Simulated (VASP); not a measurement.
# WSe2 in VASP: relaxation of cell and atoms with PBE+D3(BJ)

Aim: the relaxation of cell and atoms of WSe2 with PBE+D3(BJ).

Program: VASP 6.6.1. These are calculated values, not measurements. Logs are shortened: lines on timing, memory, paths and dates and some standing lists are left out, and cuts for length are marked.

### 1 The slab as given

The cell holds a slab with vacuum, 3 atoms: a = 3.287 Å, b = 3.287 Å, c = 21.346 Å, α = 90.00°, β = 90.00°, γ = 120.00°.

### 2 Relaxation of cell and atoms, PBE+D3(BJ)

Contents of INCAR:

```
SYSTEM = WSe2
PREC = Accurate
ENCUT = 600
EDIFF = 1E-7
ISMEAR = 0
SIGMA = 0.03
LREAL = .False.
LASPH = .True.
NELM = 80
ALGO = Normal
ISIF = 3
LWAVE = .False.
LCHARG = .False.
GGA = PE
IVDW = 12
IBRION = 2
NSW = 90
EDIFFG = -0.005
LATTICE_CONSTRAINTS = .TRUE. .TRUE. .FALSE.
KPAR = 8
```

Contents of KPOINTS:

```
regular mesh
0
Gamma
  12 12 1
  0 0 0
```

Contents of POSCAR:

```
WSe2                                    
1.0
    3.2872502754      0.0000000000      0.0000000000
   -1.6436251377      2.8468422486      0.0000000000
    0.0000000000      0.0000000000     21.3462600000
  Se              W             
     2     1
Direct
     0.3333333300000021    0.6666666699999979    0.4209905797979374
     0.3333333300000021    0.6666666699999979    0.5790094202020626
     0.6666666699999979    0.3333333300000021    0.5000000000000000
```

Potentials or basis: VASP PAW PBE potentials, release 64 (Se, W_sv).

On the command line:

```console
$ cat potpaw_PBE.64/Se/POTCAR potpaw_PBE.64/W_sv/POTCAR > POTCAR
$ mpirun -np 8 vasp_std > vasp.out
```

OUTCAR:

```text
SYSTEM = WSe2
   PREC = Accurate
   ENCUT = 600
   EDIFF = 1E-7
   ISMEAR = 0
   LREAL = .False.
   LASPH = .True.
   NELM = 80
   ISIF = 3
   GGA = PE
   IVDW = 12
   IBRION = 2
   NSW = 90
   EDIFFG = -0.005
 IVDW          = 12

 ion  position               nearest neighbor table
   1  0.333  0.667  0.421-   3 2.54   3 2.54   3 2.54
   2  0.333  0.667  0.579-   3 2.54   3 2.54   3 2.54
   3  0.667  0.333  0.500-   1 2.54   2 2.54   1 2.54   2 2.54   1 2.54   2 2.54

  LATTYP: Found a hexagonal cell.
 ALAT       =     3.2872502754
 C/A-ratio  =     6.4936522052

  Lattice vectors:

 A1 = (   3.2872502754,   0.0000000000,   0.0000000000)
 A2 = (  -1.6436251377,   2.8468422486,   0.0000000000)
 A3 = (   0.0000000000,   0.0000000000,  21.3462600000)

Analysis of symmetry for initial positions (statically):
=====================================================================
 Subroutine PRICEL returns:
 Original cell was already a primitive cell.

 Routine SETGRP: Setting up the symmetry group for a
 hexagonal supercell.

 Subroutine GETGRP returns: Found 12 space group operations
 (whereof 12 operations were pure point group operations)
 out of a pool of 24 trial point group operations.

The static configuration has the point symmetry D_3h.

Analysis of symmetry for dynamics (positions and initial velocities):
=====================================================================
 Subroutine PRICEL returns:
 Original cell was already a primitive cell.

 Routine SETGRP: Setting up the symmetry group for a
 hexagonal supercell.

 Subroutine GETGRP returns: Found 12 space group operations
 (whereof 12 operations were pure point group operations)
 out of a pool of 24 trial point group operations.

The dynamic configuration has the point symmetry D_3h.

 Subroutine INISYM returns: Found 12 space group operations
 (whereof 12 operations are pure point group operations),
 and found     1 'primitive' translations

----------------------------------------------------------------------------------------

                                     Primitive cell

  volume of cell :     199.7643

  direct lattice vectors                    reciprocal lattice vectors
     3.287250275  0.000000000  0.000000000     0.304205618  0.175633195  0.000000000
    -1.643625138  2.846842249  0.000000000     0.000000000  0.351266390  0.000000000
     0.000000000  0.000000000 21.346260000     0.000000000  0.000000000  0.046846614

  length of vectors
     3.287250275  3.287250277 21.346260000     0.351266390  0.351266390  0.046846614

  position of ions in fractional coordinates (direct lattice)
     0.333333330  0.666666670  0.420990580
     0.333333330  0.666666670  0.579009420
     0.666666670  0.333333330  0.500000000

  ion indices of the primitive-cell ions
   primitive index   ion index
                 1           1
                 2           2
                 3           3

----------------------------------------------------------------------------------------

 KPOINTS: regular mesh

Automatic generation of k-mesh.
 Grid dimensions read from file:
 generate k-points for:   12   12    1

 Generating k-lattice:

  Cartesian coordinates                     Fractional coordinates (reciprocal lattice)
     0.025350468  0.014636100  0.000000000     0.083333333  0.000000000  0.000000000
     0.000000000  0.029272199  0.000000000     0.000000000  0.083333333  0.000000000
     0.000000000  0.000000000  0.046846614     0.000000000  0.000000000  1.000000000

  Length of vectors
     0.029272199  0.029272199  0.046846614

  Shift w.r.t. Gamma in fractional coordinates (k-lattice)
     0.000000000  0.000000000  0.000000000

 Subroutine IBZKPT returns following result:
 ===========================================

 Found     19 irreducible k-points:

 Following reciprocal coordinates:
            Coordinates               Weight
  0.000000  0.000000  0.000000      1.000000
  0.083333  0.000000  0.000000      6.000000
  0.166667  0.000000  0.000000      6.000000
  0.250000  0.000000  0.000000      6.000000
  0.333333  0.000000  0.000000      6.000000
  0.416667  0.000000  0.000000      6.000000
[... 11 lines left out ...]
  0.333333  0.250000  0.000000     12.000000
  0.333333  0.333333  0.000000      2.000000
   k-points           NKPTS =     19   k-points in BZ     NKDIM =     19   number of bands    NBANDS=     17
   number of dos      NEDOS =    301   number of ions     NIONS =      3
   total plane-waves  NPLWV = 141120
   dimension x,y,z NGX =    28 NGY =   28 NGZ =  180
   dimension x,y,z NGXF=    56 NGYF=   56 NGZF=  360
   ions per type =               2   1
   NGX,Y,Z   is equivalent  to a cutoff of  14.16, 14.16, 14.02 a.u.
   NGXF,Y,Z  is equivalent  to a cutoff of  28.32, 28.32, 28.04 a.u.
 SYSTEM =  WSe2
   PREC   = accura    normal or accurate (medium, high low for compatibility)
   ISTART =      0    job   : 0-new  1-cont  2-samecut
   ICHARG =      2    charge: 1-file 2-atom 10-const
   ISPIN  =      1    spin polarized calculation?
   LNONCOLLINEAR =      F non collinear calculations
   LSORBIT =      F    spin-orbit coupling
   LASPH  =      T    aspherical Exc in radial PAW
   ENCUT  =  600.0 eV  44.10 Ry    6.64 a.u.   6.57  6.57 42.63*2*pi/ulx,y,z
   NELM   =     80;   NELMIN=  2; NELMDL= -5     # of ELM steps
   EDIFF  = 0.1E-06   stopping-criterion for ELM
   LREAL  =      F    real-space projection
   EDIFFG = -.5E-02   stopping-criterion for IOM
   NSW    =     90    number of steps for IOM
   IBRION =      2    ionic relax: 0-MD 1-quasi-New 2-CG
   NFREE  =      1    steps in history (QN), initial steepest desc. (CG)
   ISIF   =      3    stress and relaxation
   ISYM   =      2    0-nonsym 1-usesym 2-fastsym
   POTIM  = 0.5000    time-step for ionic-motion
   TEBEG  =    0.0;   TEEND  =   0.0 temperature during run
   PSTRESS=    0.0 pullay stress
   NELECT =      26.0000    total number of electrons
   NUPDOWN=      -1.0000    fix difference up-down
   EMIN   =  10.00;   EMAX   =-10.00  energy-range for DOS
   EFERMI =   0.00;   METHOD = LEGACY
   ISMEAR =     0;   SIGMA  =   0.03  broadening in eV -4-tet -1-fermi 0-gaus
   EFERMI_NEDOS =   21; number of points for ismear=-14 and -15
   IALGO  =     38    algorithm
   IMIX   =      4    mixing-type and parameters
     AMIX     =   0.40;   BMIX     =  1.00
     AMIX_MAG =   1.60;   BMIX_MAG =  1.00
  volume/ion in A,a.u.               =      66.59       449.36
  Fermi-wavevector in a.u.,A,eV,Ry     =   0.829647  1.567805  9.365080  0.688314
  Thomas-Fermi vector in A             =   1.942229
   LORBIT       =      0    0 simple, 1 ext, 2 COOP (PROOUT), +10 PAW based schemes
   GGA     = PE    functional components
   LHFCALC =     F    Hartree Fock is set to
   AEXX    =    0.0000 exact exchange contribution
   IVDW    =    12    specifies the selected vdW correction
   LEPSILON=     F    determine dielectric tensor
   LRPA    =     F    only Hartree local field effects (RPA)
 conjugate gradient relaxation of ions
 non-spin polarized calculation
 Gauss-broadening in eV      SIGMA  =   0.03
  energy-cutoff  :      600.00
  volume of cell :      199.76
 maximum number of plane-waves:      6741
 NGX is ok and might be reduce to    28
   NGX = 13   NGY = 13   NGZ = 85

 number of electron      26.0000001 magnetization

 Free energy of the ion-electron system (eV)
  ---------------------------------------------------
  ext. energy  EPLUGINS =         0.00000000
  ---------------------------------------------------
  free energy    TOTEN  =       -21.61348069 eV

  energy without entropy =      -21.61348069  energy(sigma->0) =      -21.61348069

 E-fermi :  -1.3883     XC(G=0):  -3.7723

 val. band max:       -1.7018399355   @ k =   0.3333   0.3333   0.0000
 cond. band min:      -0.0541989914   @ k =   0.1667   0.1667   0.0000
 fundamental gap:      1.6476409440
 Fermi energy:        -1.3882717057

 k-point     1 :       0.0000    0.0000    0.0000
  band No.  band energies     occupation
      1     -75.7474      2.00000
      2     -39.9901      2.00000
      3     -39.8578      2.00000
      4     -39.8578      2.00000
      5     -16.4991      2.00000
      6     -15.2639      2.00000
[... 9 lines left out ...]
     16       1.4363      0.00000
     17       1.4363      0.00000

 k-point     2 :       0.0833    0.0000    0.0000
  band No.  band energies     occupation
      1     -75.7467      2.00000
      2     -39.9872      2.00000
      3     -39.8736      2.00000
      4     -39.8615      2.00000
      5     -16.3942      2.00000
      6     -15.2103      2.00000
[... 9 lines left out ...]
     16       1.2999      0.00000
     17       1.4629      0.00000

 k-point     3 :       0.1667    0.0000    0.0000
  band No.  band energies     occupation
      1     -75.7448      2.00000
      2     -39.9790      2.00000
      3     -39.9166      2.00000
      4     -39.8716      2.00000
      5     -16.0934      2.00000
      6     -15.0567      2.00000
[... 9 lines left out ...]
     16       0.9937      0.00000
     17       1.8631      0.00000

 k-point     4 :       0.2500    0.0000    0.0000
  band No.  band energies     occupation
      1     -75.7422      2.00000
      2     -39.9747      2.00000
      3     -39.9678      2.00000
      4     -39.8854      2.00000
      5     -15.6402      2.00000
      6     -14.8278      2.00000
[... 9 lines left out ...]
     16       1.0797      0.00000
     17       2.2557      0.00000
[... 243 lines left out ...]
      1     -75.7371      2.00000
      2     -40.0464      2.00000
      3     -39.9565      2.00000
      4     -39.9454      2.00000
      5     -14.5249      2.00000
      6     -14.2701      2.00000
[... 9 lines left out ...]
     16       1.2108      0.00000
     17       2.8736      0.00000

 k-point    18 :       0.3333    0.2500    0.0000
  band No.  band energies     occupation
      1     -75.7361      2.00000
      2     -40.0492      2.00000
      3     -39.9798      2.00000
      4     -39.9413      2.00000
      5     -14.2760      2.00000
      6     -14.1464      2.00000
[... 9 lines left out ...]
     16       1.5461      0.00000
     17       3.0706      0.00000

 k-point    19 :       0.3333    0.3333    0.0000
  band No.  band energies     occupation
      1     -75.7358      2.00000
      2     -40.0309      2.00000
      3     -40.0078      2.00000
      4     -39.9398      2.00000
      5     -14.1863      2.00000
      6     -14.0979      2.00000
[... 9 lines left out ...]
     16       1.8115      0.00000
     17       3.2810      0.00000

------------------------ aborting loop because EDIFF is reached ----------------------------------------

 Edisp (eV)   -1.01121

 E8    (eV) :    -0.4799

  FORCE on cell =-STRESS in cart. coord.  units (eV):
  Direction    XX          YY          ZZ          XY          YZ          ZX
  --------------------------------------------------------------------------------------
  -------------------------------------------------------------------------------------
  Total       0.00414     0.00414    -0.00273     0.00000     0.00000     0.00000
  in kB       0.03320     0.03320    -0.02188     0.00000     0.00000     0.00000
  external pressure =        0.01 kB  Pullay stress =        0.00 kB

 VOLUME and BASIS-vectors are now :
 -----------------------------------------------------------------------------
  energy-cutoff  :      600.00
  volume of cell :      199.76
      direct lattice vectors                 reciprocal lattice vectors
     3.287250275  0.000000000  0.000000000     0.304205618  0.175633195  0.000000000
    -1.643625138  2.846842249  0.000000000     0.000000000  0.351266390  0.000000000
     0.000000000  0.000000000 21.346260000     0.000000000  0.000000000  0.046846614

 POSITION                                       TOTAL-FORCE (eV/Angst)
 -----------------------------------------------------------------------------------
     -0.00000      1.89789      8.98657         0.000000      0.000000     -0.002737
     -0.00000      1.89789     12.35969         0.000000     -0.000000      0.002737
      1.64363      0.94895     10.67313        -0.000000      0.000000      0.000000
 -----------------------------------------------------------------------------------
    total drift:                               -0.000008      0.000004      0.000000

  FREE ENERGIE OF THE ION-ELECTRON SYSTEM (eV)
  ---------------------------------------------------
  free  energy   TOTEN  =       -22.6246940726 eV

  energy  without entropy=      -22.6246940726  energy(sigma->0) =      -22.62469407

 reached required accuracy - stopping structural energy minimisation
```

It took 22 s on 8 MPI ranks of AMD EPYC 9R45 (Zen 5), shared host; peak memory 0.43 GiB.

Results:

| Property | Result |
| --- | --- |
| Free energy | -22.6247 eV |
| Band gap on the k mesh | 1.65 eV, indirect (least direct gap 1.67 eV) |
| Dispersion energy per atom | -0.337 eV |

Forces in eV/Å, atoms in the order of the input:
```
Se   0.000  0.000 -0.003
Se   0.000  0.000  0.003
W    0.000  0.000  0.000
```

Final structure:
```yaml
crystal:
  lattice:
    - [3.28725, 0.00000, 0.00000]
    - [-1.64363, 2.84684, 0.00000]
    - [0.00000, 0.00000, 21.34626]
  atoms:
    - { symbol: Se, position: [0.33333, 0.66667, 0.42099] }
    - { symbol: Se, position: [0.33333, 0.66667, 0.57901] }
    - { symbol: W, position: [0.66667, 0.33333, 0.50000] }
```

Caveat: the relaxation stopped at its first step, so nothing moved; spin-orbit coupling is left out, which moves the levels of the heavy elements.
